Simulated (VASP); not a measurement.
# CdIn2S4 (Cadmoindite) (Fd-3m) in VASP: further runs

One crystal, CdIn2S4 (Cadmoindite), is run at these levels: PBE; tasks: relaxation of the atoms.

Everything below comes from runs of VASP 6.6.1. Logs are shortened: lines on timing, memory, paths and dates and some standing lists are left out, and cuts for length are marked.

### Step 1. The undisturbed crystal

The structure is cubic, space group Fd-3m (No. 227). Conventional cell: a = 10.797 Å, b = 10.797 Å, c = 10.797 Å, α = 90.00°, β = 90.00°, γ = 90.00°. Around Cd (site symmetry -43m) lie 4 S at 2.54 Å. In (site symmetry -3m) has 6 S at 2.59 Å as nearest neighbours. S (site symmetry 3m) is surrounded by 1 Cd at 2.54 Å and 3 In at 2.59 Å.

### Step 2. Relaxation of the atoms, PBE (a relaxed cell with its volume scaled by 0.94)

File INCAR:

```
SYSTEM = CdIn2S4
PREC = Accurate ; ENCUT = 300
EDIFF = 1E-7 ; ISMEAR = 0
SIGMA = 0.03 ; LREAL = .False.
LASPH = .True. ; NELM = 80
ALGO = Normal ; ISIF = 2
LWAVE = .False. ; LCHARG = .False.
GGA = PE ; IBRION = 2
NSW = 40 ; EDIFFG = -0.01
```

File KPOINTS:

```
Automatic mesh
0
Gamma
  3 3 3
  0 0 0
```

File POSCAR:

```
CdIn2S4                                 
1.0
    0.0000000000      5.4054167912      5.4054167912
    5.4054167912      0.0000000000      5.4054167912
    5.4054167912      5.4054167912      0.0000000000
  Cd              In              S             
     2     4     8
Direct
     0.0000000000000000    0.0000000000000000    1.0000000000000000
     0.2500000000000000    0.2500000000000000    0.2500000000000000
     0.6250000000000000    0.6250000000000000    0.6250000000000000
     0.1250000000000000    0.6250000000000000    0.6250000000000000
     0.6250000000000000    0.6250000000000000    0.1250000000000000
     0.6250000000000000    0.1250000000000000    0.6250000000000000
     0.3845047800234441    0.3845047800234441    0.3845047800234441
     0.4035143400703180    0.8654952199765559    0.8654952199765559
     0.3845047800234441    0.3845047800234441    0.8464856599296821
     0.8654952199765559    0.4035143400703180    0.8654952199765559
     0.8464856599296821    0.3845047800234441    0.3845047800234441
     0.8654952199765559    0.8654952199765559    0.8654952199765559
     0.3845047800234441    0.8464856599296821    0.3845047800234441
     0.8654952199765559    0.8654952199765559    0.4035143400703180
```

Potentials or basis: VASP PAW PBE potentials, release 64 (Cd, In, S).

On the command line:

```sh
$ cat potpaw_PBE.64/Cd/POTCAR potpaw_PBE.64/In/POTCAR potpaw_PBE.64/S/POTCAR > POTCAR
$ mpirun -np 4 vasp_std > vasp.out
```

OUTCAR:

```text
SYSTEM = CdIn2S4
   PREC = Accurate
   ENCUT = 300
   EDIFF = 1E-7
   ISMEAR = 0
   LREAL = .False.
   LASPH = .True.
   NELM = 80
   ISIF = 2
   GGA = PE
   IBRION = 2
   NSW = 40
   EDIFFG = -0.01

 ion  position               nearest neighbor table
   1  0.000  0.000  0.000-   8 2.52  10 2.52  14 2.52  12 2.52
   2  0.250  0.250  0.250-   9 2.52  11 2.52  13 2.52   7 2.52
   3  0.625  0.625  0.625-   8 2.60   9 2.60  10 2.60  11 2.60  13 2.60  14 2.60   4 3.82   5 3.82
                             6 3.82   5 3.82   6 3.82   4 3.82
   4  0.125  0.625  0.625-   7 2.60  12 2.60  10 2.60   9 2.60  13 2.60  14 2.60   3 3.82   5 3.82
                             6 3.82   3 3.82   5 3.82   6 3.82
   5  0.625  0.625  0.125-   7 2.60  12 2.60  10 2.60  11 2.60   8 2.60  13 2.60   3 3.82   3 3.82
                             4 3.82   6 3.82   6 3.82   4 3.82
   6  0.625  0.125  0.625-   7 2.60  12 2.60   9 2.60  11 2.60   8 2.60  14 2.60   3 3.82   5 3.82
                             3 3.82   4 3.82   5 3.82   4 3.82
   7  0.385  0.385  0.385-   2 2.52   5 2.60   4 2.60   6 2.60
   8  0.404  0.865  0.865-   1 2.52   3 2.60   5 2.60   6 2.60
   9  0.385  0.385  0.846-   2 2.52   3 2.60   4 2.60   6 2.60
  10  0.865  0.404  0.865-   1 2.52   3 2.60   4 2.60   5 2.60
  11  0.846  0.385  0.385-   2 2.52   3 2.60   5 2.60   6 2.60
  12  0.865  0.865  0.865-   1 2.52   5 2.60   4 2.60   6 2.60
  13  0.385  0.846  0.385-   2 2.52   3 2.60   4 2.60   5 2.60
  14  0.865  0.865  0.404-   1 2.52   3 2.60   4 2.60   6 2.60

  LATTYP: Found a face centered cubic cell.
 ALAT       =    10.8108335824

  Lattice vectors:

 A1 = (   0.0000000000,   5.4054167912,   5.4054167912)
 A2 = (   5.4054167912,   0.0000000000,   5.4054167912)
 A3 = (   5.4054167912,   5.4054167912,   0.0000000000)

Analysis of symmetry for initial positions (statically):
=====================================================================
 Subroutine PRICEL returns:
 Original cell was already a primitive cell.

 Routine SETGRP: Setting up the symmetry group for a
 face centered cubic supercell.

 Subroutine GETGRP returns: Found 48 space group operations
 (whereof 24 operations were pure point group operations)
 out of a pool of 48 trial point group operations.

The static configuration has the point symmetry T_d .
 The point group associated with its full space group is O_h .

Analysis of symmetry for dynamics (positions and initial velocities):
=====================================================================
 Subroutine PRICEL returns:
 Original cell was already a primitive cell.

 Routine SETGRP: Setting up the symmetry group for a
 face centered cubic supercell.

 Subroutine GETGRP returns: Found 48 space group operations
 (whereof 24 operations were pure point group operations)
 out of a pool of 48 trial point group operations.

The dynamic configuration has the point symmetry T_d .
 The point group associated with its full space group is O_h .

 Subroutine INISYM returns: Found 48 space group operations
 (whereof 24 operations are pure point group operations),
 and found     1 'primitive' translations

----------------------------------------------------------------------------------------

                                     Primitive cell

  volume of cell :     315.8767

  direct lattice vectors                    reciprocal lattice vectors
     0.000000000  5.405416791  5.405416791    -0.092499805  0.092499805  0.092499805
     5.405416791  0.000000000  5.405416791     0.092499805 -0.092499805  0.092499805
     5.405416791  5.405416791  0.000000000     0.092499805  0.092499805 -0.092499805

  length of vectors
     7.644413736  7.644413736  7.644413736     0.160214362  0.160214362  0.160214362

  position of ions in fractional coordinates (direct lattice)
     0.000000000  0.000000000  0.000000000
     0.250000000  0.250000000  0.250000000
     0.625000000  0.625000000  0.625000000
     0.125000000  0.625000000  0.625000000
     0.625000000  0.625000000  0.125000000
     0.625000000  0.125000000  0.625000000
     0.384504780  0.384504780  0.384504780
     0.403514340  0.865495220  0.865495220
     0.384504780  0.384504780  0.846485660
     0.865495220  0.403514340  0.865495220
     0.846485660  0.384504780  0.384504780
     0.865495220  0.865495220  0.865495220
     0.384504780  0.846485660  0.384504780
     0.865495220  0.865495220  0.403514340

  ion indices of the primitive-cell ions
   primitive index   ion index
                 1           1
                 2           2
                 3           3
                 4           4
                 5           5
                 6           6
                 7           7
                 8           8
                 9           9
                10          10
                11          11
                12          12
                13          13
                14          14

----------------------------------------------------------------------------------------

 KPOINTS: Automatic mesh

Automatic generation of k-mesh.
 Grid dimensions read from file:
 generate k-points for:    3    3    3

 Generating k-lattice:

  Cartesian coordinates                     Fractional coordinates (reciprocal lattice)
    -0.030833268  0.030833268  0.030833268     0.333333333  0.000000000  0.000000000
     0.030833268 -0.030833268  0.030833268     0.000000000  0.333333333  0.000000000
     0.030833268  0.030833268 -0.030833268     0.000000000  0.000000000  0.333333333

  Length of vectors
     0.053404787  0.053404787  0.053404787

  Shift w.r.t. Gamma in fractional coordinates (k-lattice)
     0.000000000  0.000000000  0.000000000

 Subroutine IBZKPT returns following result:
 ===========================================

 Found      4 irreducible k-points:

 Following reciprocal coordinates:
            Coordinates               Weight
  0.000000  0.000000  0.000000      1.000000
  0.333333  0.000000  0.000000      8.000000
  0.333333  0.333333  0.000000      6.000000
 -0.333333  0.333333  0.000000     12.000000
   k-points           NKPTS =      4   k-points in BZ     NKDIM =      4   number of bands    NBANDS=     52
   number of dos      NEDOS =    301   number of ions     NIONS =     14
   total plane-waves  NPLWV = 110592
   dimension x,y,z NGX =    48 NGY =   48 NGZ =   48
   dimension x,y,z NGXF=    96 NGYF=   96 NGZF=   96
   ions per type =               2   4   8
   NGX,Y,Z   is equivalent  to a cutoff of  10.44, 10.44, 10.44 a.u.
   NGXF,Y,Z  is equivalent  to a cutoff of  20.88, 20.88, 20.88 a.u.
 SYSTEM =  CdIn2S4
   PREC   = accura    normal or accurate (medium, high low for compatibility)
   ISTART =      0    job   : 0-new  1-cont  2-samecut
   ICHARG =      2    charge: 1-file 2-atom 10-const
   ISPIN  =      1    spin polarized calculation?
   LNONCOLLINEAR =      F non collinear calculations
   LSORBIT =      F    spin-orbit coupling
   LASPH  =      T    aspherical Exc in radial PAW
   ENCUT  =  300.0 eV  22.05 Ry    4.70 a.u.  10.80 10.80 10.80*2*pi/ulx,y,z
   NELM   =     80;   NELMIN=  2; NELMDL= -5     # of ELM steps
   EDIFF  = 0.1E-06   stopping-criterion for ELM
   LREAL  =      F    real-space projection
   EDIFFG = -.1E-01   stopping-criterion for IOM
   NSW    =     40    number of steps for IOM
   IBRION =      2    ionic relax: 0-MD 1-quasi-New 2-CG
   NFREE  =      1    steps in history (QN), initial steepest desc. (CG)
   ISIF   =      2    stress and relaxation
   ISYM   =      2    0-nonsym 1-usesym 2-fastsym
   POTIM  = 0.5000    time-step for ionic-motion
   TEBEG  =    0.0;   TEEND  =   0.0 temperature during run
   PSTRESS=    0.0 pullay stress
   NELECT =      84.0000    total number of electrons
   NUPDOWN=      -1.0000    fix difference up-down
   EMIN   =  10.00;   EMAX   =-10.00  energy-range for DOS
   EFERMI =   0.00;   METHOD = LEGACY
   ISMEAR =     0;   SIGMA  =   0.03  broadening in eV -4-tet -1-fermi 0-gaus
   EFERMI_NEDOS =   21; number of points for ismear=-14 and -15
   IALGO  =     38    algorithm
   IMIX   =      4    mixing-type and parameters
     AMIX     =   0.40;   BMIX     =  1.00
     AMIX_MAG =   1.60;   BMIX_MAG =  1.00
  volume/ion in A,a.u.               =      22.56       152.26
  Fermi-wavevector in a.u.,A,eV,Ry     =   1.052758  1.989425 15.079342  1.108300
  Thomas-Fermi vector in A             =   2.187854
   LORBIT       =      0    0 simple, 1 ext, 2 COOP (PROOUT), +10 PAW based schemes
   GGA     = PE    functional components
   LHFCALC =     F    Hartree Fock is set to
   AEXX    =    0.0000 exact exchange contribution
   IVDW    =     0    specifies the selected vdW correction
   LEPSILON=     F    determine dielectric tensor
   LRPA    =     F    only Hartree local field effects (RPA)
 conjugate gradient relaxation of ions
 non-spin polarized calculation
 Gauss-broadening in eV      SIGMA  =   0.03
  energy-cutoff  :      300.00
  volume of cell :      315.88
 maximum number of plane-waves:      3727
 NGX is ok and might be reduce to    48
   NGX = 21   NGY = 21   NGZ = 21

--------------------------------------- Ionic step        1  -------------------------------------------

 number of electron      84.0000011 magnetization

 Free energy of the ion-electron system (eV)
  ---------------------------------------------------
  ext. energy  EPLUGINS =         0.00000000
  ---------------------------------------------------
  free energy    TOTEN  =       -52.78640783 eV

  energy without entropy =      -52.78640783  energy(sigma->0) =      -52.78640783

------------------------ aborting loop because EDIFF is reached ----------------------------------------

  FORCE on cell =-STRESS in cart. coord.  units (eV):
  Direction    XX          YY          ZZ          XY          YZ          ZX
  --------------------------------------------------------------------------------------
  -------------------------------------------------------------------------------------
  Total        9.9921849      9.9921849      9.9921849      0.0000000     -0.0000000      0.0000000
  in kB       50.6819701     50.6819701     50.6819701      0.0000000     -0.0000000      0.0000000
  external PRESSURE =      50.6819701 kB  Pullay stress =       0.0000000 kB
[... 81 lines left out ...]
  energy  without entropy=      -52.8021889010  energy(sigma->0) =      -52.80218890

--------------------------------------- Ionic step        3  -------------------------------------------

 number of electron      84.0000013 magnetization

 Free energy of the ion-electron system (eV)
  ---------------------------------------------------
  ext. energy  EPLUGINS =         0.00000000
  ---------------------------------------------------
  free energy    TOTEN  =       -52.80291513 eV

  energy without entropy =      -52.80291513  energy(sigma->0) =      -52.80291513

 E-fermi :   3.2003     XC(G=0):  -9.4887

 val. band max:        3.0362018477   @ k =  -0.3333   0.3333   0.0000
 cond. band min:       4.4241106423   @ k =   0.0000   0.0000   0.0000
 fundamental gap:      1.3879087946
 Fermi energy:         3.2002645094

 k-point     1 :       0.0000    0.0000    0.0000
  band No.  band energies     occupation
      1      -9.9009      2.00000
      2      -8.7824      2.00000
      3      -8.5947      2.00000
      4      -8.5947      2.00000
      5      -8.5947      2.00000
      6      -8.1396      2.00000
[... 250 lines left out ...]
  FREE ENERGIE OF THE ION-ELECTRON SYSTEM (eV)
  ---------------------------------------------------
  free  energy   TOTEN  =       -52.8029151310 eV

  energy  without entropy=      -52.8029151310  energy(sigma->0) =      -52.80291513

 reached required accuracy - stopping structural energy minimisation
```

It took 48 s on 4 MPI ranks of Intel Xeon Platinum 8488C (Sapphire Rapids), shared host; peak memory 0.18 GiB.

What came out:

```yaml
Free_energy: -52.8029 eV
Energy_gained_by_relaxing: 1.2 meV/atom
Ionic_steps: 3
Band_gap_on_the_k_mesh: 1.39 eV, indirect (least direct gap 1.53 eV)
```

Step by step:
| step | energy change (eV) | largest force (eV/Å) | pressure (GPa) |
| --- | --- | --- | --- |
| 1 | 0.0000 | 0.2600 | 5.07 |
| 2 | -0.0158 | 0.0552 | 4.84 |
| 3 | -0.0165 | 0.0003 | 4.78 |

Final structure:
```yaml
crystal:
  lattice:
    - [0.00000, 5.40542, 5.40542]
    - [5.40542, 0.00000, 5.40542]
    - [5.40542, 5.40542, 0.00000]
  atoms:
    - { symbol: Cd, position: [0.00000, 0.00000, 0.00000] }
    - { symbol: Cd, position: [0.25000, 0.25000, 0.25000] }
    - { symbol: In, position: [0.62500, 0.62500, 0.62500] }
    - { symbol: In, position: [0.12500, 0.62500, 0.62500] }
    - { symbol: In, position: [0.62500, 0.62500, 0.12500] }
    - { symbol: In, position: [0.62500, 0.12500, 0.62500] }
    - { symbol: S, position: [0.38365, 0.38365, 0.38365] }
    - { symbol: S, position: [0.40096, 0.86635, 0.86635] }
    - { symbol: S, position: [0.38365, 0.38365, 0.84904] }
    - { symbol: S, position: [0.86635, 0.40096, 0.86635] }
    - { symbol: S, position: [0.84904, 0.38365, 0.38365] }
    - { symbol: S, position: [0.86635, 0.86635, 0.86635] }
    - { symbol: S, position: [0.38365, 0.84904, 0.38365] }
    - { symbol: S, position: [0.86635, 0.86635, 0.40096] }
```

Caveat: the cutoff is under 1.25 times the usual one of these potentials, so pressure, stress and relaxed cells hold a basis-set (Pulay) error; spin-orbit coupling is left out, which moves the levels of the heavy elements; an odd mesh through Γ misses points on the zone boundary, where band edges often lie.

(Continued in part 2 of 2.)
